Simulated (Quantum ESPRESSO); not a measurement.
# Sn (Im-3m) in Quantum ESPRESSO: notebook, part 2 of 4

Quantum ESPRESSO 7.5. Earlier steps stand in the parts before.

## (3) Phonon dispersion, LDA

The input, pw.in:

```
&CONTROL
  calculation = 'scf'
  prefix = 'pwscf'
  outdir = './tmp'
  pseudo_dir = './pseudo'
  tprnfor = .true.
  tstress = .true.
  disk_io = 'low'
/
&SYSTEM
  ibrav = 0
  nat = 1
  ntyp = 1
  ecutwfc = 68
  ecutrho = 544
  nbnd = 13
  occupations = 'smearing'
  smearing = 'mv'
  degauss = 0.01469973
/
&ELECTRONS
  conv_thr = 2d-10
  electron_maxstep = 120
  mixing_beta = 0.5
/
ATOMIC_SPECIES
Sn   118.7100 sn_lda_v1.4.uspp.F.UPF
CELL_PARAMETERS angstrom
  -1.8946518192    1.8946518192    1.8946518192
   1.8946518192   -1.8946518192    1.8946518192
   1.8946518192    1.8946518192   -1.8946518192
ATOMIC_POSITIONS crystal
Sn     0.0000000000    0.0000000000    0.0000000000
K_POINTS automatic
10 10 10 0 0 0
```

The input, relax.in:

```
&CONTROL
  calculation = 'vc-relax'
  prefix = 'pwscf'
  outdir = './tmp'
  pseudo_dir = './pseudo'
  tprnfor = .true.
  tstress = .true.
  disk_io = 'low'
  nstep = 40
  forc_conv_thr = 0.0001
  etot_conv_thr = 1d-06
/
&SYSTEM
  ibrav = 0
  nat = 1
  ntyp = 1
  ecutwfc = 68
  ecutrho = 544
  nbnd = 13
  occupations = 'smearing'
  smearing = 'mv'
  degauss = 0.01469973
/
&ELECTRONS
  conv_thr = 2d-10
  electron_maxstep = 120
  mixing_beta = 0.5
/
&IONS
  ion_dynamics = 'bfgs'
/
&CELL
  cell_dynamics = 'bfgs'
  press = 0
  press_conv_thr = 0.2
/
ATOMIC_SPECIES
Sn   118.7100 sn_lda_v1.4.uspp.F.UPF
CELL_PARAMETERS angstrom
  -1.8946518192    1.8946518192    1.8946518192
   1.8946518192   -1.8946518192    1.8946518192
   1.8946518192    1.8946518192   -1.8946518192
ATOMIC_POSITIONS crystal
Sn     0.0000000000    0.0000000000    0.0000000000
K_POINTS automatic
10 10 10 0 0 0
```

The input, scf2.in:

```
&CONTROL
  calculation = 'scf'
  prefix = 'pwscf'
  outdir = './tmp'
  pseudo_dir = './pseudo'
  tprnfor = .true.
  tstress = .true.
  disk_io = 'low'
/
&SYSTEM
  ibrav = 0
  nat = 1
  ntyp = 1
  ecutwfc = 68
  ecutrho = 544
  nbnd = 13
  occupations = 'smearing'
  smearing = 'mv'
  degauss = 0.01469973
/
&ELECTRONS
  conv_thr = 1d-13
  electron_maxstep = 120
  mixing_beta = 0.5
  startingpot = 'file'
  startingwfc = 'file'
/
ATOMIC_SPECIES
Sn   118.7100 sn_lda_v1.4.uspp.F.UPF
CELL_PARAMETERS angstrom
  -1.8435878866    1.8435878866    1.8435878866
   1.8435878866   -1.8435878866    1.8435878866
   1.8435878866    1.8435878866   -1.8435878866
ATOMIC_POSITIONS crystal
Sn     0.0000000000    0.0000000000    0.0000000000
K_POINTS automatic
10 10 10 0 0 0
```

The input, ph.in:

```
phonon_bands of Sn
&INPUTPH
  prefix = 'pwscf'
  outdir = './tmp'
  tr2_ph = 1d-18
  fildyn = 'dyn'
  niter_ph = 90
  alpha_mix(1) = 0.4
  ldisp = .true.
  nq1 = 2
  nq2 = 2
  nq3 = 2
/
```

The input, q2r.in:

```
&INPUT
  fildyn = 'dyn'
  zasr = 'crystal'
  flfrc = 'fc'
/
```

The input, matdyn.in:

```
&INPUT
  asr = 'crystal'
  flfrc = 'fc'
  flfrq = 'freq'
  q_in_cryst_coord = .true.
  flvec = ' '
/
80
 0.0000000000  0.0000000000  0.0000000000
 0.0312500000 -0.0312500000  0.0312500000
 0.0625000000 -0.0625000000  0.0625000000
 0.0937500000 -0.0937500000  0.0937500000
 0.1250000000 -0.1250000000  0.1250000000
 0.1562500000 -0.1562500000  0.1562500000
 0.1875000000 -0.1875000000  0.1875000000
 0.2187500000 -0.2187500000  0.2187500000
 0.2500000000 -0.2500000000  0.2500000000
 0.2812500000 -0.2812500000  0.2812500000
 0.3125000000 -0.3125000000  0.3125000000
 0.3437500000 -0.3437500000  0.3437500000
 0.3750000000 -0.3750000000  0.3750000000
 0.4062500000 -0.4062500000  0.4062500000
 0.4375000000 -0.4375000000  0.4375000000
 0.4687500000 -0.4687500000  0.4687500000
 0.5000000000 -0.5000000000  0.5000000000
 0.4545454545 -0.4545454545  0.5000000000
 0.4090909091 -0.4090909091  0.5000000000
 0.3636363636 -0.3636363636  0.5000000000
 0.3181818182 -0.3181818182  0.5000000000
 0.2727272727 -0.2727272727  0.5000000000
 0.2272727273 -0.2272727273  0.5000000000
 0.1818181818 -0.1818181818  0.5000000000
 0.1363636364 -0.1363636364  0.5000000000
 0.0909090909 -0.0909090909  0.5000000000
 0.0454545455 -0.0454545455  0.5000000000
 0.0000000000  0.0000000000  0.5000000000
 0.0000000000  0.0000000000  0.4583333333
 0.0000000000  0.0000000000  0.4166666667
 0.0000000000  0.0000000000  0.3750000000
 0.0000000000  0.0000000000  0.3333333333
 0.0000000000  0.0000000000  0.2916666667
 0.0000000000  0.0000000000  0.2500000000
 0.0000000000  0.0000000000  0.2083333333
 0.0000000000  0.0000000000  0.1666666667
 0.0000000000  0.0000000000  0.1250000000
 0.0000000000  0.0000000000  0.0833333333
 0.0000000000  0.0000000000  0.0416666667
 0.0000000000  0.0000000000  0.0000000000
 0.0166666667  0.0166666667  0.0166666667
 0.0333333333  0.0333333333  0.0333333333
 0.0500000000  0.0500000000  0.0500000000
 0.0666666667  0.0666666667  0.0666666667
 0.0833333333  0.0833333333  0.0833333333
 0.1000000000  0.1000000000  0.1000000000
 0.1166666667  0.1166666667  0.1166666667
 0.1333333333  0.1333333333  0.1333333333
 0.1500000000  0.1500000000  0.1500000000
 0.1666666667  0.1666666667  0.1666666667
 0.1833333333  0.1833333333  0.1833333333
 0.2000000000  0.2000000000  0.2000000000
 0.2166666667  0.2166666667  0.2166666667
 0.2333333333  0.2333333333  0.2333333333
 0.2500000000  0.2500000000  0.2500000000
 0.2666666667  0.2000000000  0.2666666667
 0.2833333333  0.1500000000  0.2833333333
 0.3000000000  0.1000000000  0.3000000000
 0.3166666667  0.0500000000  0.3166666667
 0.3333333333  0.0000000000  0.3333333333
 0.3500000000 -0.0500000000  0.3500000000
 0.3666666667 -0.1000000000  0.3666666667
 0.3833333333 -0.1500000000  0.3833333333
 0.4000000000 -0.2000000000  0.4000000000
 0.4166666667 -0.2500000000  0.4166666667
 0.4333333333 -0.3000000000  0.4333333333
 0.4500000000 -0.3500000000  0.4500000000
 0.4666666667 -0.4000000000  0.4666666667
 0.4833333333 -0.4500000000  0.4833333333
 0.5000000000 -0.5000000000  0.5000000000
 0.2500000000  0.2500000000  0.2500000000
 0.2222222222  0.2222222222  0.2777777778
 0.1944444444  0.1944444444  0.3055555556
 0.1666666667  0.1666666667  0.3333333333
 0.1388888889  0.1388888889  0.3611111111
 0.1111111111  0.1111111111  0.3888888889
 0.0833333333  0.0833333333  0.4166666667
 0.0555555556  0.0555555556  0.4444444444
 0.0277777778  0.0277777778  0.4722222222
 0.0000000000  0.0000000000  0.5000000000
```

The input, matdyn_dos.in:

```
&INPUT
  asr = 'crystal'
  flfrc = 'fc'
  dos = .true.
  fldos = 'phdos'
  nk1 = 15
  nk2 = 15
  nk3 = 15
  deltaE = 0.5
  flvec = ' '
  flfrq = ' '
/
```

The input, matdyn_mesh.in:

```
&INPUT
  asr = 'crystal'
  flfrc = 'fc'
  flfrq = 'mesh'
  q_in_cryst_coord = .true.
  flvec = ' '
/
1000
 0.05000000  0.05000000  0.05000000
 0.05000000  0.05000000  0.15000000
 0.05000000  0.05000000  0.25000000
[... 997 further points of the even 10 x 10 x 10 mesh, shifted by half a step ...]
```

Potentials or basis: GBRV 1.5 LDA.

The run is started by

```bash
$ OMP_NUM_THREADS=1 pw.x -in pw.in > pw.out
$ OMP_NUM_THREADS=1 pw.x -in relax.in > relax.out
$ OMP_NUM_THREADS=1 pw.x -in scf2.in > scf2.out
$ OMP_NUM_THREADS=1 ph.x -in ph.in > ph.out
$ OMP_NUM_THREADS=1 q2r.x -in q2r.in > q2r.out
$ OMP_NUM_THREADS=1 matdyn.x -in matdyn.in > matdyn.out
$ OMP_NUM_THREADS=1 matdyn.x -in matdyn_dos.in > matdyn_dos.out
$ OMP_NUM_THREADS=1 matdyn.x -in matdyn_mesh.in > matdyn_mesh.out
```

pw.out:

```text
This program is part of the open-source Quantum ESPRESSO suite
     for quantum simulation of materials; please cite
[... 9 lines left out ...]
     --------------------
     sticks:   dense  smooth     PW     G-vecs:    dense   smooth      PW
     Sum        1563     785    277                39327    13835    2899

     Using Slab Decomposition

     bravais-lattice index     =            0
     lattice parameter (alat)  =       6.2014  a.u.
     unit-cell volume          =     183.5882 (a.u.)^3
     number of atoms/cell      =            1
     number of atomic types    =            1
     number of electrons       =        14.00
     number of Kohn-Sham states=           13
     kinetic-energy cutoff     =      68.0000  Ry
     charge density cutoff     =     544.0000  Ry
     scf convergence threshold =      2.0E-10
     mixing beta               =       0.5000
     number of iterations used =            8  plain     mixing
     Exchange-correlation=  SLA  PZ   NOGX NOGC
                           (   1   1   0   0   0   0   0)

     celldm(1)=   6.201388  celldm(2)=   0.000000  celldm(3)=   0.000000
     celldm(4)=   0.000000  celldm(5)=   0.000000  celldm(6)=   0.000000

     crystal axes: (cart. coord. in units of alat)
               a(1) = (  -0.577350   0.577350   0.577350 )
               a(2) = (   0.577350  -0.577350   0.577350 )
               a(3) = (   0.577350   0.577350  -0.577350 )

     reciprocal axes: (cart. coord. in units 2 pi/alat)
               b(1) = ( -0.000000  0.866025  0.866025 )
               b(2) = (  0.866025 -0.000000  0.866025 )
               b(3) = (  0.866025  0.866025  0.000000 )

     PseudoPot. # 1 for Sn read from file:
     sn_lda_v1.4.uspp.F.UPF
     Pseudo is Ultrasoft + core correction, Zval = 14.0
     Generated by new atomic code, or converted to UPF format
     Using radial grid of  891 points,  6 beta functions with:
                l(1) =   0
                l(2) =   0
                l(3) =   1
                l(4) =   1
                l(5) =   2
                l(6) =   2
     Q(r) pseudized with  8 coefficients,  rinner =    1.350   1.350   1.350
                                                       1.350   1.350

     atomic species   valence    mass     pseudopotential
     Sn               14.00   118.71000     Sn( 1.00)

     48 Sym. Ops., with inversion, found

   Cartesian axes

     site n.     atom                  positions (alat units)
         1        Sn     tau(   1) = (   0.0000000   0.0000000   0.0000000  )

     number of k points=    47  Marzari-Vanderbilt smearing, width (Ry)=  0.0147
                       cart. coord. in units 2pi/alat
        k(    1) = (   0.0000000   0.0000000   0.0000000), wk =   0.0020000
        k(    2) = (   0.0866025   0.0866025   0.0000000), wk =   0.0240000
        k(    3) = (   0.1732051   0.1732051   0.0000000), wk =   0.0240000
        k(    4) = (   0.2598076   0.2598076   0.0000000), wk =   0.0240000
        k(    5) = (   0.3464102   0.3464102   0.0000000), wk =   0.0240000
        k(    6) = (  -0.4330127  -0.4330127   0.0000000), wk =   0.0120000
[... 39 lines left out ...]
        k(   46) = (  -0.8660254  -0.0866025  -0.0866025), wk =   0.0240000
        k(   47) = (  -0.8660254  -0.8660254  -0.8660254), wk =   0.0020000

     Dense  grid:    39327 G-vectors     FFT dimensions: (  48,  48,  48)

     Smooth grid:    13835 G-vectors     FFT dimensions: (  36,  36,  36)

     Initial potential from superposition of free atoms

     starting charge      13.0000, renormalised to      14.0000
     Starting wfcs are    9 randomized atomic wfcs +    4 random wfcs

     Self-consistent Calculation

     iteration #  1     ecut=    68.00 Ry     beta= 0.50
     Davidson diagonalization with overlap
     ethr =  1.00E-02,  avg # of iterations =  7.7

     total energy              =    -158.61729809 Ry
     estimated scf accuracy    <       1.17685734 Ry

     iteration #  2     ecut=    68.00 Ry     beta= 0.50
     Davidson diagonalization with overlap
     ethr =  8.41E-03,  avg # of iterations =  2.0
[... 11 lines left out ...]
     iteration #  4     ecut=    68.00 Ry     beta= 0.50
     Davidson diagonalization with overlap
     ethr =  2.00E-05,  avg # of iterations =  2.8

     total energy              =    -158.89806515 Ry
     estimated scf accuracy    <       0.00034212 Ry

     iteration #  5     ecut=    68.00 Ry     beta= 0.50
     Davidson diagonalization with overlap
     c_bands:  1 eigenvalues not converged
     ethr =  2.44E-06,  avg # of iterations =  4.4

     total energy              =    -158.89819409 Ry
     estimated scf accuracy    <       0.00004549 Ry

     iteration #  6     ecut=    68.00 Ry     beta= 0.50
     Davidson diagonalization with overlap
     ethr =  3.25E-07,  avg # of iterations =  1.4

     total energy              =    -158.89819386 Ry
     estimated scf accuracy    <       0.00000582 Ry
[... 26 lines left out ...]
     total energy              =    -158.89819585 Ry
     estimated scf accuracy    <          6.3E-10 Ry

     iteration # 11     ecut=    68.00 Ry     beta= 0.50
     Davidson diagonalization with overlap
     ethr =  4.48E-12,  avg # of iterations =  2.0

     End of self-consistent calculation

          k = 0.0000 0.0000 0.0000 (  1745 PWs)   bands (ev):

   -10.9207 -10.9207 -10.9207 -10.7801 -10.7801  -0.6018  18.3180  18.3180
    18.3180  22.9453  22.9453  22.9453  23.2823

          k = 0.0866 0.0866 0.0000 (  1757 PWs)   bands (ev):

   -10.9251 -10.9143 -10.8998 -10.7851 -10.7808  -0.3847  16.6365  17.5594
    18.0520  21.2146  21.5466  22.5468  24.0334
[... 218 lines left out ...]
   -10.9306 -10.9262 -10.7410 -10.7293 -10.7144   6.9484   9.3008  10.2688
    10.9814  15.0393  15.5732  27.9315  29.0832

          k =-0.8660-0.8660-0.8660 (  1686 PWs)   bands (ev):

   -10.9404 -10.9404 -10.7163 -10.7163 -10.7163   7.8375  10.0252  10.0252
    10.0252  14.4823  14.4823  29.3498  30.0491

     the Fermi energy is    10.4729 ev

!    total energy              =    -158.89819585 Ry
     estimated scf accuracy    <          7.9E-12 Ry
     smearing contrib. (-TS)   =      -0.00026920 Ry
     internal energy E=F+TS    =    -158.89792666 Ry

     The total energy is F=E-TS. E is the sum of the following terms:
     one-electron contribution =     -53.98129616 Ry
     hartree contribution      =      37.07795960 Ry
     xc contribution           =     -42.38349537 Ry
     ewald contribution        =     -99.61109473 Ry

     convergence has been achieved in  11 iterations

     Forces acting on atoms (cartesian axes, Ry/au):

     atom    1 type  1   force =     0.00000000    0.00000000    0.00000000

     Total force =     0.000000     Total SCF correction =     0.000000

     Computing stress (Cartesian axis) and pressure

          total   stress  (Ry/bohr**3)                   (kbar)     P=      -37.15
  -0.00025256  -0.00000000  -0.00000000          -37.15       -0.00       -0.00
  -0.00000000  -0.00025256  -0.00000000           -0.00      -37.15       -0.00
  -0.00000000  -0.00000000  -0.00025256           -0.00       -0.00      -37.15

=------------------------------------------------------------------------------=
   JOB DONE.
=------------------------------------------------------------------------------=
```

It took 7.9 min on 1 thread of Arm Neoverse V2, shared host; peak memory 0.18 GiB.

Results:

- Free energy: -2161.9422 eV
- Relaxed volume: 25.06 Å³/atom
- Relaxed cell: a = 3.193 Å, b = 3.193 Å, c = 3.193 Å, α = 109.47°, β = 109.47°, γ = 109.47°
- Space group after relaxing (to 0.05 Å): Im-3m (No. 229)
- Pressure after relaxing: 0.3 GPa
- Band gap on the k mesh: none (metal or under the smearing width)
- Highest phonon frequency: 112 cm⁻¹
- Zero-point energy: 0.011 eV/atom

Step by step:
| step | energy change (eV) | largest force (eV/Å) | pressure (GPa) | volume (Å³) |
| --- | --- | --- | --- | --- |
| 1 | 0.0000 | 0.0000 | -3.72 | 27.20 |
| 2 | -0.0107 | 0.0000 | -3.01 | 26.69 |
| 3 | -0.0220 | 0.0000 | -1.77 | 25.94 |
| 4 | -0.0267 | 0.0000 | 0.33 | 24.92 |
| 5 | -0.0269 | 0.0000 | -0.03 | 25.08 |
| 6 | -0.0269 | 0.0000 | 0.00 | 25.06 |

Final structure:
```
Sn
1.0
    -1.84359    1.84359    1.84359
     1.84359   -1.84359    1.84359
     1.84359    1.84359   -1.84359
Sn
1
Direct
  0.00000 0.00000 0.00000
```

Phonon frequencies in cm⁻¹ (negative: imaginary):
```
               q point  frequencies
 (0.000, 0.000, 0.000)        0 0 0
(0.219, -0.219, 0.219)     51 51 82
(0.438, -0.438, 0.438)  108 108 111
(0.273, -0.273, 0.500)    85 87 109
 (0.000, 0.000, 0.458)    10 33 103
 (0.000, 0.000, 0.167)      5 17 52
 (0.050, 0.050, 0.050)       8 8 39
 (0.167, 0.167, 0.167)     31 31 84
 (0.283, 0.150, 0.283)     32 65 65
(0.400, -0.200, 0.400)   73 100 100
 (0.250, 0.250, 0.250)     54 54 54
 (0.056, 0.056, 0.444)    11 37 101
```

Phonon frequencies at the corners of the path (cm⁻¹, interpolated; i marks imaginary ones):
```tsv
point	frequencies
Γ	0 0 0
H	112 112 112
N	10 34 104
P	54 54 54
```

Harmonic thermodynamics per atom at this volume (zero-point energy 11.2 meV, Debye temperature from the second moment 126 K):
```
 T (K)  free energy (meV)  entropy (k_B)  heat capacity Cv (k_B)
    50                6.6           2.32                    2.28
   100               -7.6           4.11                    2.78
   200              -52.4           6.10                    2.94
298.15             -109.4           7.28                    2.97
   500             -250.6           8.83                    2.99
   800             -498.4          10.23                    3.00
```

Caveat: the q mesh is small, so phonon branches between its points and thermal values are rough.

(Continued in part 3 of 4.)
